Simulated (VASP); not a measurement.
# MgS (F-43m) in VASP: further runs, part 2 of 2

VASP 6.6.1. The steps go on from the part before.

## (3) Single point, LDA

INCAR

```
SYSTEM = MgS
PREC     = Accurate       ! precision mode
ENCUT    = 520            ! plane-wave cutoff, eV
EDIFF    = 1E-6           ! SCF threshold, eV
ISMEAR   = 0              ! smearing method
SIGMA    = 0.02           ! smearing width, eV
LREAL    = .False.        ! projectors in reciprocal space
LASPH    = .True.         ! aspherical terms in the spheres
NELM     = 100            ! most SCF steps
ALGO     = Fast           ! electronic algorithm
ISIF     = 2              ! what is computed and relaxed
LWAVE    = .False.        ! write WAVECAR
LCHARG   = .False.        ! write CHGCAR
GGA      = CA             ! functional
NBANDS   = 16             ! bands
```

KPOINTS

```
regular mesh
0
Gamma
  6 4 6
  0 0 0
```

POSCAR

```
MgS
1.0
    3.9554811151      0.0000000000      0.0000000000
    0.0000000000      5.5938950236      0.0000000000
    0.0000000000      0.0000000000      3.9554811227
Mg S
2 2
Direct
    0.0000000000      0.0000000000      0.0000000000
    0.5000000000      0.5000000000      0.4999970000
    0.5000000000      0.2500000000      0.0000000000
    0.0000000000      0.7500000000      0.4999970000
```

Potentials or basis: VASP PAW LDA potentials, release 64 (Mg, S).

Launch:

```sh
> cat potpaw_LDA.64/Mg/POTCAR potpaw_LDA.64/S/POTCAR > POTCAR
> mpirun -np 1 vasp_std > vasp.out
```

OUTCAR:

```text
SYSTEM = MgS
   PREC = Accurate
   ENCUT = 520
   EDIFF = 1E-6
   ISMEAR = 0
   LREAL = .False.
   LASPH = .True.
   NELM = 100
   ISIF = 2
   GGA = CA

 ion  position               nearest neighbor table
   1  0.000  0.000  0.000-   4 2.42   3 2.42   3 2.42   4 2.42
   2  0.500  0.500  0.500-   3 2.42   4 2.42   4 2.42   3 2.42
   3  0.500  0.250  0.000-   2 2.42   1 2.42   1 2.42   2 2.42
   4  0.000  0.750  0.500-   1 2.42   2 2.42   2 2.42   1 2.42

  LATTYP: Found a simple tetragonal cell.
 ALAT       =     3.9554811151
 C/A-ratio  =     1.4142135586

  Lattice vectors:

 A1 = (  -3.9554811151,   0.0000000000,   0.0000000000)
 A2 = (   0.0000000000,   0.0000000000,   3.9554811227)
 A3 = (   0.0000000000,   5.5938950236,   0.0000000000)

Analysis of symmetry for initial positions (statically):
=====================================================================
 Subroutine PRICEL returns following result:

  LATTYP: Found a face centered cubic cell.
 ALAT       =     5.5939034247

  Lattice vectors:

 A1 = (  -1.9777405576,   2.7969475118,   1.9777524278)
[... 188 lines left out ...]

 val. band max:        1.1269014432   @ k =   0.0000   0.0000   0.0000
 cond. band min:       4.5036164624   @ k =   0.0000   0.0000   0.0000
 fundamental gap:      3.3767150192
 Fermi energy:         1.2599945028

 k-point     1 :       0.0000    0.0000    0.0000
  band No.  band energies     occupation
      1     -10.2347      2.00000
      2      -9.2306      2.00000
      3      -1.8619      2.00000
      4       0.0253      2.00000
      5       0.0253      2.00000
      6       1.1269      2.00000
[... 433 lines left out ...]
      3      -1.4252      2.00000
      4      -1.4244      2.00000
      5      -1.0103      2.00000
      6      -0.0743      2.00000
[... 8 lines left out ...]
     15      10.7648      0.00000
     16      11.2227      0.00000

 [... further k-points ...]

------------------------ aborting loop because EDIFF is reached ----------------------------------------

  FORCE on cell =-STRESS in cart. coord.  units (eV):
  Direction    XX          YY          ZZ          XY          YZ          ZX
  --------------------------------------------------------------------------------------
  -------------------------------------------------------------------------------------
  Total       -0.1852894     -0.1906924     -0.1852894      0.0000000      0.0000000      0.0000000
  in kB       -3.3919395     -3.4908482     -3.3919395      0.0000000      0.0000000      0.0000000
  external PRESSURE =      -3.4249091 kB  Pullay stress =       0.0000000 kB

 VOLUME and BASIS-vectors are now :
 -----------------------------------------------------------------------------
  energy-cutoff  :      520.00
  volume of cell :       87.52
      direct lattice vectors                 reciprocal lattice vectors
     3.955481115  0.000000000  0.000000000     0.252813747  0.000000000  0.000000000
     0.000000000  5.593895024  0.000000000     0.000000000  0.178766315  0.000000000
     0.000000000  0.000000000  3.955481123     0.000000000  0.000000000  0.252813746

 POSITION                                       TOTAL-FORCE (eV/Angst)
 -----------------------------------------------------------------------------------
      0.00000      0.00000      0.00000         0.000000      0.000000      0.000000
      1.97774      2.79695      1.97773        -0.000000      0.000000      0.000000
      1.97774      1.39847      0.00000         0.000000      0.000000      0.000000
      0.00000      4.19542      1.97773        -0.000000      0.000000     -0.000000
 -----------------------------------------------------------------------------------
    total drift:                                0.000000      0.000000      0.006692

  FREE ENERGIE OF THE ION-ELECTRON SYSTEM (eV)
  ---------------------------------------------------
  free  energy   TOTEN  =       -18.7867394826 eV

  energy  without entropy=      -18.7867394826  energy(sigma->0) =      -18.78673948
```

OSZICAR:

```text
N       E                     dE             d eps       ncg     rms          rms(c)
DAV:   1     0.602621986967E+02    0.60262E+02   -0.61115E+03   960   0.810E+02
DAV:   2    -0.141753940408E+02   -0.74438E+02   -0.67981E+02  1440   0.136E+02
DAV:   3    -0.198365336465E+02   -0.56611E+01   -0.56407E+01  1288   0.409E+01
DAV:   4    -0.199026017076E+02   -0.66068E-01   -0.66057E-01  1184   0.547E+00
DAV:   5    -0.199038144790E+02   -0.12128E-02   -0.12128E-02  1256   0.743E-01    0.585E+00
RMM:   6    -0.188953431948E+02    0.10085E+01   -0.14224E+00   962   0.468E+00    0.445E+00
RMM:   7    -0.187978525946E+02    0.97491E-01   -0.57008E-01   968   0.313E+00    0.304E+00
RMM:   8    -0.188005192393E+02   -0.26666E-02   -0.12395E-01   972   0.168E+00    0.146E+00
RMM:   9    -0.187864549697E+02    0.14064E-01   -0.26941E-02  1044   0.731E-01    0.363E-01
RMM:  10    -0.187881052591E+02   -0.16503E-02   -0.15471E-02  1065   0.572E-01    0.606E-01
RMM:  11    -0.187867779532E+02    0.13273E-02   -0.26667E-03  1024   0.261E-01    0.149E-01
RMM:  12    -0.187867385079E+02    0.39445E-04   -0.42075E-04  1176   0.118E-01    0.338E-02
RMM:  13    -0.187867387669E+02   -0.25909E-06   -0.48457E-05  1216   0.430E-02    0.919E-03
RMM:  14    -0.187867394826E+02   -0.71568E-06   -0.62716E-06  1155   0.167E-02
   1 F= -.18786739E+02 E0= -.18786739E+02  d E =-.136192E-22
```

stdout:

```text
POSCAR found type information on POSCAR MgS
 POSCAR found :  2 types and       4 ions
 scaLAPACK will be used
 LDA part: xc-table for (Slater(with rela. corr.)+CA(PZ))
 , standard interpolation
 POSCAR, INCAR and KPOINTS ok, starting setup
 FFT: planning ... GRIDC
 FFT: planning ... GRID_SOFT
 FFT: planning ... GRID
 WAVECAR not read
 entering main loop
```

Run time: 40 s. Hardware: 1 thread of Intel Xeon Platinum 8488C (Sapphire Rapids), shared host; peak memory 0.17 GiB.

What came out:

```
Free energy            : -18.7867 eV
Pressure               : -0.3 GPa
Band gap on the k mesh : 3.38 eV
```

A k mesh can miss the band edges.

## (4) Single point, LDA

INCAR

```
SYSTEM = MgS
  PREC = Accurate
  ENCUT = 520
  EDIFF = 1E-6
  ISMEAR = 0
  SIGMA = 0.02
  LREAL = .False.
  LASPH = .True.
  NELM = 100
  ALGO = Fast
  ISIF = 2
  LWAVE = .False.
  LCHARG = .True.
  GGA = CA
  LELF = .True.
  LVHAR = .True.
  NBANDS = 16
```

KPOINTS

```
Automatic mesh
0
Gamma
  6 4 6
  0 0 0
```

POSCAR

```
MgS
1.0
    3.9554811189      0.0000000000      0.0000000000
    0.0000000000      5.5938950236      0.0000000000
    0.0000000000      0.0000000000      3.9554811189
Mg S
2 2
Direct
    0.0000000000      0.0000000000      0.0000000000
    0.5000000000      0.5000000000      0.5000000000
    0.5000000000      0.2500000000      0.0000000000
    0.0000000000      0.7500000000      0.5000000000
```

Potentials or basis: VASP PAW LDA potentials, release 64 (Mg, S).

Launch:

```sh
> cat potpaw_LDA.64/Mg/POTCAR potpaw_LDA.64/S/POTCAR > POTCAR
> mpirun -np 1 vasp_std > vasp.out
```

OUTCAR:

```text
SYSTEM = MgS
   PREC = Accurate
   ENCUT = 520
   EDIFF = 1E-6
   ISMEAR = 0
   LREAL = .False.
   LASPH = .True.
   NELM = 100
   ISIF = 2
   GGA = CA

 ion  position               nearest neighbor table
   1  0.000  0.000  0.000-   3 2.42   4 2.42   4 2.42   3 2.42
   2  0.500  0.500  0.500-   3 2.42   4 2.42   3 2.42   4 2.42
   3  0.500  0.250  0.000-   1 2.42   2 2.42   2 2.42   1 2.42
   4  0.000  0.750  0.500-   1 2.42   2 2.42   1 2.42   2 2.42

  LATTYP: Found a simple tetragonal cell.
 ALAT       =     3.9554811189
 C/A-ratio  =     1.4142135572

  Lattice vectors:

 A1 = (  -3.9554811189,   0.0000000000,   0.0000000000)
 A2 = (   0.0000000000,   0.0000000000,   3.9554811189)
 A3 = (   0.0000000000,   5.5938950236,   0.0000000000)

Analysis of symmetry for initial positions (statically):
=====================================================================
 Subroutine PRICEL returns following result:

  LATTYP: Found a face centered cubic cell.
 ALAT       =     5.5938950338

  Lattice vectors:

 A1 = (  -1.9777405595,   2.7969475118,   1.9777405595)
[... 188 lines left out ...]

 val. band max:        1.1269002069   @ k =   0.0000   0.0000   0.0000
 cond. band min:       4.5036164714   @ k =   0.0000   0.0000   0.0000
 fundamental gap:      3.3767162645
 Fermi energy:         1.2599928069

 k-point     1 :       0.0000    0.0000    0.0000
  band No.  band energies     occupation
      1     -10.2347      2.00000
      2      -9.2306      2.00000
      3      -1.8619      2.00000
      4       0.0253      2.00000
      5       0.0253      2.00000
      6       1.1269      2.00000
[... 433 lines left out ...]
      3      -1.4252      2.00000
      4      -1.4244      2.00000
      5      -1.0103      2.00000
      6      -0.0743      2.00000
[... 8 lines left out ...]
     15      10.7648      0.00000
     16      11.2227      0.00000

 [... further k-points ...]

------------------------ aborting loop because EDIFF is reached ----------------------------------------

  FORCE on cell =-STRESS in cart. coord.  units (eV):
  Direction    XX          YY          ZZ          XY          YZ          ZX
  --------------------------------------------------------------------------------------
  -------------------------------------------------------------------------------------
  Total       -0.1852940     -0.1906961     -0.1852940      0.0000000      0.0000000      0.0000000
  in kB       -3.3920251     -3.4909166     -3.3920251      0.0000000      0.0000000      0.0000000
  external PRESSURE =      -3.4249889 kB  Pullay stress =       0.0000000 kB

 VOLUME and BASIS-vectors are now :
 -----------------------------------------------------------------------------
  energy-cutoff  :      520.00
  volume of cell :       87.52
      direct lattice vectors                 reciprocal lattice vectors
     3.955481119  0.000000000  0.000000000     0.252813746  0.000000000  0.000000000
     0.000000000  5.593895024  0.000000000     0.000000000  0.178766315  0.000000000
     0.000000000  0.000000000  3.955481119     0.000000000  0.000000000  0.252813746

 POSITION                                       TOTAL-FORCE (eV/Angst)
 -----------------------------------------------------------------------------------
      0.00000      0.00000      0.00000        -0.000000     -0.000000     -0.000000
      1.97774      2.79695      1.97774        -0.000000     -0.000000     -0.000000
      1.97774      1.39847      0.00000         0.000000      0.000000     -0.000000
      0.00000      4.19542      1.97774        -0.000000      0.000000      0.000000
 -----------------------------------------------------------------------------------
    total drift:                                0.000000      0.000000     -0.000000

  FREE ENERGIE OF THE ION-ELECTRON SYSTEM (eV)
  ---------------------------------------------------
  free  energy   TOTEN  =       -18.7867392218 eV

  energy  without entropy=      -18.7867392218  energy(sigma->0) =      -18.78673922
```

stdout:

```text
POSCAR found type information on POSCAR MgS
 POSCAR found :  2 types and       4 ions
 scaLAPACK will be used
 LDA part: xc-table for (Slater(with rela. corr.)+CA(PZ))
 , standard interpolation
 POSCAR, INCAR and KPOINTS ok, starting setup
 FFT: planning ... GRIDC
 FFT: planning ... GRID_SOFT
 FFT: planning ... GRID
 WAVECAR not read
 entering main loop
```

Run time: 35 s. Hardware: 1 thread of Intel Xeon Platinum 8488C (Sapphire Rapids), shared host; peak memory 0.17 GiB.

Results:

```yaml
Free_energy: -18.7867 eV
Pressure: -0.3 GPa
Band_gap_on_the_k_mesh: 3.38 eV
```

A k mesh can miss the band edges.
